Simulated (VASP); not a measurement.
# NiO (R-3m) in VASP: further runs

One crystal, NiO, is run at these levels: PBE; tasks: single point.

Everything below comes from runs of VASP 6.6.1. Logs are shortened: lines on timing, memory, paths and dates and some standing lists are left out, and cuts for length are marked.

## 1. Starting point

The structure is trigonal, space group R-3m (No. 166). Conventional cell: a = 2.876 Å, b = 2.876 Å, c = 6.992 Å, α = 90.00°, β = 90.00°, γ = 120.00°. Ni (site symmetry -3m) is surrounded by 6 O at 2.03 Å. O (site symmetry -3m) has 6 Ni at 2.03 Å as nearest neighbours.

The cell was built by a generator and needn't be a form met in nature.

## 2. Single point, PBE, collinear spin, ferromagnetic start

Contents of INCAR:

```
PREC = Accurate ; ENCUT = 300
EDIFF = 1E-7 ; ISMEAR = 0
SIGMA = 0.02 ; LREAL = False
LASPH = True ; NELM = 120
ALGO = Fast ; ISIF = 2
LWAVE = False ; LCHARG = False
ISPIN = 2 ; MAGMOM = 2 0
LORBIT = 11 ; LMAXMIX = 4
GGA = PE ; NBANDS = 19
```

Contents of KPOINTS:

```
regular mesh
0
Gamma
  9 9 9
```

Contents of POSCAR:

```
NiO
1.0
    1.4381403700      0.8303107300      2.3308059600
   -1.4381403700      0.8303107300      2.3308059600
    0.0000000000     -1.6606214600      2.3308059600
Ni O
1 1
Direct
    1.0000000000      0.0000000000      0.0000000000
    0.5000000000      0.5000000000      0.5000000000
```

Potentials or basis: VASP PAW PBE potentials, release 64 (Ni, O).

On the command line:

```sh
cat potpaw_PBE.64/Ni/POTCAR potpaw_PBE.64/O/POTCAR > POTCAR
mpirun -np 1 vasp_std > vasp.out
```

OUTCAR:

```text
PREC = Accurate
   ENCUT = 300
   EDIFF = 1E-7
   ISMEAR = 0
   LREAL = False
   LASPH = True
   NELM = 120
   ISIF = 2
   ISPIN = 2
   LORBIT = 11
   GGA = PE

 ion  position               nearest neighbor table
   1  0.000  0.000  0.000-   2 2.03   2 2.03   2 2.03   2 2.03   2 2.03   2 2.03
   2  0.500  0.500  0.500-   1 2.03   1 2.03   1 2.03   1 2.03   1 2.03   1 2.03

  LATTYP: Found a trigonal (rhomboedric) cell.
 ALAT       =     2.8618735219
 COS(alpha) =     0.4949531374

  Lattice vectors:

 A1 = (   1.4381403700,   0.8303107300,   2.3308059600)
 A2 = (  -1.4381403700,   0.8303107300,   2.3308059600)
 A3 = (   0.0000000000,  -1.6606214600,   2.3308059600)

Analysis of symmetry for initial positions (statically):
=====================================================================
 Subroutine PRICEL returns:
 Original cell was already a primitive cell.

 Routine SETGRP: Setting up the symmetry group for a
 trigonal (rhombohedral) supercell.

 Subroutine GETGRP returns: Found 12 space group operations
 (whereof 12 operations were pure point group operations)
 out of a pool of 12 trial point group operations.

The static configuration has the point symmetry D_3d.

Analysis of symmetry for dynamics (positions and initial velocities):
=====================================================================
 Subroutine PRICEL returns:
 Original cell was already a primitive cell.

 Routine SETGRP: Setting up the symmetry group for a
 trigonal (rhombohedral) supercell.

 Subroutine GETGRP returns: Found 12 space group operations
 (whereof 12 operations were pure point group operations)
 out of a pool of 12 trial point group operations.

The dynamic configuration has the point symmetry D_3d.

Analysis of structural, dynamic, and magnetic symmetry:
=====================================================================
 Subroutine PRICEL returns:
 Original cell was already a primitive cell.

 Routine SETGRP: Setting up the symmetry group for a
 trigonal (rhombohedral) supercell.

 Subroutine GETGRP returns: Found 12 space group operations
 (whereof 12 operations were pure point group operations)
 out of a pool of 12 trial point group operations.

The overall configuration has the point symmetry D_3d.

 Subroutine INISYM returns: Found 12 space group operations
 (whereof 12 operations are pure point group operations),
 and found     1 'primitive' translations

----------------------------------------------------------------------------------------

                                     Primitive cell

[... 109 lines left out ...]
     AMIX     =   0.40;   BMIX     =  1.00
     AMIX_MAG =   1.60;   BMIX_MAG =  1.00
  volume/ion in A,a.u.               =       8.35        56.35
  Fermi-wavevector in a.u.,A,eV,Ry     =   1.613919  3.049865 35.439564  2.604734
  Thomas-Fermi vector in A             =   2.708911
   LORBIT       =     11    0 simple, 1 ext, 2 COOP (PROOUT), +10 PAW based schemes
   GGA     = PE    functional components
   LHFCALC =     F    Hartree Fock is set to
   AEXX    =    0.0000 exact exchange contribution
   IVDW    =     0    specifies the selected vdW correction
   LEPSILON=     F    determine dielectric tensor
   LRPA    =     F    only Hartree local field effects (RPA)
 spin polarized calculation
 RMM-DIIS sequential band-by-band and
 Gauss-broadening in eV      SIGMA  =   0.02
  energy-cutoff  :      300.00
  volume of cell :       16.70
 maximum number of plane-waves:       203
   NGX =  9   NGY =  9   NGZ =  9

 number of electron      16.0000020 magnetization       1.0895758

 Free energy of the ion-electron system (eV)
  ---------------------------------------------------
  ext. energy  EPLUGINS =         0.00000000
  ---------------------------------------------------
  free energy    TOTEN  =       -11.49433040 eV

  energy without entropy =      -11.49416887  energy(sigma->0) =      -11.49424963

 E-fermi :   9.3963     XC(G=0): -13.2011

 val. band max:        9.3958560356   @ k =  -0.4444   0.4444   0.0000
 cond. band min:       9.3971790514   @ k =  -0.4444  -0.4444   0.1111
 fundamental gap:      0.0013230158
 Fermi energy:         9.3962777228

 spin component 1

 k-point     1 :       0.0000    0.0000    0.0000
  band No.  band energies     occupation
      1     -12.2122      1.00000
      2       5.7706      1.00000
      3       5.7706      1.00000
      4       5.8152      1.00000
      5       6.5641      1.00000
      6       6.5641      1.00000
[... 517 lines left out ...]
     18      43.2831      0.00000
     19      44.7474      0.00000

 [... further k-points ...]

 spin component 2

 k-point     1 :       0.0000    0.0000    0.0000
  band No.  band energies     occupation
      1     -11.9826      1.00000
      2       6.0313      1.00000
      3       6.0313      1.00000
      4       6.0766      1.00000
      5       7.2001      1.00000
      6       7.2001      1.00000
[... 517 lines left out ...]
     18      43.3540      0.00000
     19      45.0488      0.00000

 [... further k-points ...]
[... 5 lines left out ...]
  --------------------------------------------------------------------------------------
  -------------------------------------------------------------------------------------
  Total       -2.4684747     -2.4684747     -2.4123335      0.0000000      0.0000000     -0.0000000
  in kB     -236.8317757   -236.8317758   -231.4454384      0.0000000      0.0000000     -0.0000000
  external PRESSURE =    -235.0363299 kB  Pullay stress =       0.0000000 kB

 VOLUME and BASIS-vectors are now :
 -----------------------------------------------------------------------------
  energy-cutoff  :      300.00
  volume of cell :       16.70
      direct lattice vectors                 reciprocal lattice vectors
     1.438140370  0.830310730  2.330805960     0.347671208  0.200728066  0.143012048
    -1.438140370  0.830310730  2.330805960    -0.347671208  0.200728066  0.143012048
     0.000000000 -1.660621460  2.330805960     0.000000000 -0.401456131  0.143012048

 POSITION                                       TOTAL-FORCE (eV/Angst)
 -----------------------------------------------------------------------------------
      0.00000      0.00000      0.00000         0.000000     -0.000000     -0.000000
      0.00000      0.00000      3.49621         0.000000      0.000000      0.000000
 -----------------------------------------------------------------------------------
    total drift:                               -0.000000     -0.000000      0.000000

  FREE ENERGIE OF THE ION-ELECTRON SYSTEM (eV)
  ---------------------------------------------------
  free  energy   TOTEN  =       -11.4943304001 eV

  energy  without entropy=      -11.4941688652  energy(sigma->0) =      -11.49424963

 total charge

# of ion       s       p       d       tot
------------------------------------------
    1        0.357   0.467   8.363   9.186
    2        1.669   3.514   0.000   5.183
--------------------------------------------------
tot          2.025   3.981   8.363  14.369

 magnetization (x)

# of ion       s       p       d       tot
------------------------------------------
    1        0.011   0.014   0.903   0.928
    2        0.023   0.116   0.000   0.139
--------------------------------------------------
tot          0.033   0.130   0.903   1.067
```

stdout:

```text
POSCAR found type information on POSCAR NiO
 POSCAR found :  2 types and       2 ions
 scaLAPACK will be used
 LDA part: xc-table for (Slater+PW92), standard interpolation
 POSCAR, INCAR and KPOINTS ok, starting setup
 FFT: planning ... GRIDC
 FFT: planning ... GRID_SOFT
 FFT: planning ... GRID
 WAVECAR not read
 entering main loop
WARNING in EDDRMM: call to ZHEGV failed, returncode =   8  4     17
WARNING in EDDRMM: call to ZHEGV failed, returncode =   6  3     15
```

Wall time 9 s (1 thread of Intel Xeon 6975P-C (Granite Rapids), shared host); peak memory 0.13 GiB.

The run converged, but a check on its numbers failed (symmetry, net force, bounds or a known fault of this set-up), so they aren't taken as properties of the crystal.

Caveat: the cutoff lies under the usual one of these potentials, so the numbers hold a large basis-set error; a cell with one magnetic atom can't hold antiferromagnetic order, which such compounds often take; semilocal functionals often make such compounds metallic where correlation or magnetic order opens a gap, which also shifts bond lengths.

## 3. Single point, PBE, collinear spin, ferromagnetic start

Changes to INCAR since step 2:

```diff
@@ -1,2 +1,2 @@
-PREC = Accurate ; ENCUT = 300
+PREC = Accurate ; ENCUT = 350
 EDIFF = 1E-7 ; ISMEAR = 0
```

KPOINTS is that of step 2.

POSCAR is that of step 2.

Potentials or basis: VASP PAW PBE potentials, release 64 (Ni, O).

On the command line:

```sh
cat potpaw_PBE.64/Ni/POTCAR potpaw_PBE.64/O/POTCAR > POTCAR
mpirun -np 1 vasp_std > vasp.out
```

Run time: 20 s. Hardware: 1 thread of Intel Xeon 6975P-C (Granite Rapids), shared host; peak memory 0.14 GiB.

The run converged, but a check on its numbers failed (symmetry, net force, bounds or a known fault of this set-up), so they aren't taken as properties of the crystal.

Caveat: the cutoff lies under the usual one of these potentials, so the numbers hold a large basis-set error; a cell with one magnetic atom can't hold antiferromagnetic order, which such compounds often take; semilocal functionals often make such compounds metallic where correlation or magnetic order opens a gap, which also shifts bond lengths.

## 4. Single point, PBE, collinear spin, ferromagnetic start

Changes to INCAR since step 3:

```diff
@@ -1,2 +1,2 @@
-PREC = Accurate ; ENCUT = 350
+PREC = Accurate ; ENCUT = 400
 EDIFF = 1E-7 ; ISMEAR = 0
```

KPOINTS is that of step 3.

POSCAR is that of step 3.

On the command line:

```sh
cat potpaw_PBE.64/Ni/POTCAR potpaw_PBE.64/O/POTCAR > POTCAR
mpirun -np 1 vasp_std > vasp.out
```

Wall time 26 s (1 thread of Intel Xeon 6975P-C (Granite Rapids), shared host); peak memory 0.15 GiB.

It converged, with:

```yaml
Free_energy: -11.3564 eV
Band_gap_on_the_k_mesh: none (metal or under the smearing width)
Net_moment: 1.37 μB per cell
Site_moments: Ni +1.15; O +0.20 μB
Valence_electrons_inside_the_program's_atomic_spheres: Ni 9.18; O 5.05
```

Levels at points of the mesh, in eV from the Fermi level:
Spin up:
| k point | band 7 | band 8 | band 9 | band 10 | band 11 | band 12 |
| --- | --- | --- | --- | --- | --- | --- |
| (0.00, 0.00, 0.00) | -2.81 | -2.81 | -2.78 | 1.94 | 18.00 | 19.46 |
Spin down:
```tsv
k point	band 3	band 4	band 5	band 6	band 7	band 8	band 9	band 10	band 11	band 12
(0.00, 0.00, 0.00)	-3.18	-3.12	-2.17	-2.17	-2.13	-1.05	-1.05	2.22	17.96	19.65
```

Caveat: the cutoff is under 1.25 times the usual one of these potentials, so pressure, stress and relaxed cells hold a basis-set (Pulay) error; a cell with one magnetic atom can't hold antiferromagnetic order, which such compounds often take; semilocal functionals often make such compounds metallic where correlation or magnetic order opens a gap, which also shifts bond lengths. With open d or f shells a metallic result of PBE can be an artefact of self-interaction; +U or a hybrid may open a gap.

## 5. Single point, PBE, collinear spin, ferromagnetic start

Changes to INCAR since step 4:

```diff
@@ -1,2 +1,2 @@
-PREC = Accurate ; ENCUT = 400
+PREC = Accurate ; ENCUT = 450
 EDIFF = 1E-7 ; ISMEAR = 0
```

KPOINTS is that of step 4.

POSCAR is that of step 4.

On the command line:

```sh
cat potpaw_PBE.64/Ni/POTCAR potpaw_PBE.64/O/POTCAR > POTCAR
mpirun -np 1 vasp_std > vasp.out
```

Wall time 32 s (1 thread of Intel Xeon 6975P-C (Granite Rapids), shared host); peak memory 0.16 GiB.

Results (log left out):

| Property | Result |
| --- | --- |
| Free energy | -11.3409 eV |
| Band gap on the k mesh | none (metal or under the smearing width) |
| Net moment | 1.26 μB per cell |
| Site moments | Ni +1.06; O +0.17 μB |
| Valence electrons inside the program's atomic spheres | Ni 9.19; O 5.02 |

Levels at points of the mesh, in eV from the Fermi level:
Spin up:
```
           k point  band 6  band 7  band 8  band 9  band 10  band 11  band 12  band 13
(0.00, 0.00, 0.00)   -2.97   -2.78   -2.78   -2.75     1.92    17.96    19.43    19.43
```
Spin down:
```csv
k point,band 5,band 6,band 7,band 8,band 9,band 10
"(0.00, 0.00, 0.00)",-2.19,-2.19,-2.15,-1.13,-1.13,2.17
```

Caveat: the cutoff is under 1.25 times the usual one of these potentials, so pressure, stress and relaxed cells hold a basis-set (Pulay) error; a cell with one magnetic atom can't hold antiferromagnetic order, which such compounds often take; semilocal functionals often make such compounds metallic where correlation or magnetic order opens a gap, which also shifts bond lengths.

## 6. Single point, PBE, collinear spin, ferromagnetic start

Changes to INCAR since step 5:

```diff
@@ -1,2 +1,2 @@
-PREC = Accurate ; ENCUT = 450
+PREC = Accurate ; ENCUT = 520
 EDIFF = 1E-7 ; ISMEAR = 0
```

KPOINTS is that of step 5.

POSCAR is that of step 5.

Potentials or basis: VASP PAW PBE potentials, release 64 (Ni, O).

On the command line:

```sh
cat potpaw_PBE.64/Ni/POTCAR potpaw_PBE.64/O/POTCAR > POTCAR
mpirun -np 1 vasp_std > vasp.out
```

It took 36 s on 1 thread of Intel Xeon 6975P-C (Granite Rapids), shared host; peak memory 0.17 GiB.

The run converged. Its results:

```
Free energy                                           : -11.3378 eV
Pressure                                              : 22.6 GPa
Band gap on the k mesh                                : none (metal or under the smearing width)
Net moment                                            : 1.26 μB per cell
Site moments                                          : Ni +1.06; O +0.17 μB
Valence electrons inside the program's atomic spheres : Ni 9.19; O 5.01
```

Stress tensor (GPa, compression positive):
```
22.43  0.00  0.00
 0.00 22.43  0.00
 0.00  0.00 23.07
```

Levels at points of the mesh, in eV from the Fermi level:
Spin up:
| k point | band 6 | band 7 | band 8 | band 9 | band 10 | band 11 | band 12 | band 13 |
| --- | --- | --- | --- | --- | --- | --- | --- | --- |
| (0.00, 0.00, 0.00) | -2.97 | -2.78 | -2.78 | -2.75 | 1.92 | 17.96 | 19.43 | 19.43 |
Spin down:
```
           k point  band 4  band 5  band 6  band 7  band 8  band 9  band 10  band 11
(0.00, 0.00, 0.00)   -3.20   -2.19   -2.19   -2.15   -1.13   -1.13     2.17    17.93
```

Caveat: so large a pressure means that the cell lies far from this level's equilibrium, or that cutoff or potentials fall short; a cell with one magnetic atom can't hold antiferromagnetic order, which such compounds often take; semilocal functionals often make such compounds metallic where correlation or magnetic order opens a gap, which also shifts bond lengths.

## 7. The runs side by side

```tsv
cutoff (eV)	gap on the mesh (eV)	moment (μB)
400	none	1.37
450	none	1.26
520	none	1.26
```

Alike in all rows: task single point; level PBE; potentials or basis VASP PAW PBE potentials, release 64 (Ni, O); spin collinear, ferromagnetic start; cell as given; k mesh 9 × 9 × 9; smearing gaussian 0.02 eV.

Every run on the cell as given and a fine mesh finds a metal.

Caveats: a cell with one magnetic atom can't hold antiferromagnetic order, which such compounds often take; semilocal functionals often make such compounds metallic where correlation or magnetic order opens a gap, which also shifts bond lengths; the cutoff is under 1.25 times the usual one of these potentials, so pressure, stress and relaxed cells hold a basis-set (Pulay) error (some runs); so large a pressure means that the cell lies far from this level's equilibrium, or that cutoff or potentials fall short (some runs).

Total energies depend on the potentials used, so only differences within one code and one set of settings carry meaning.
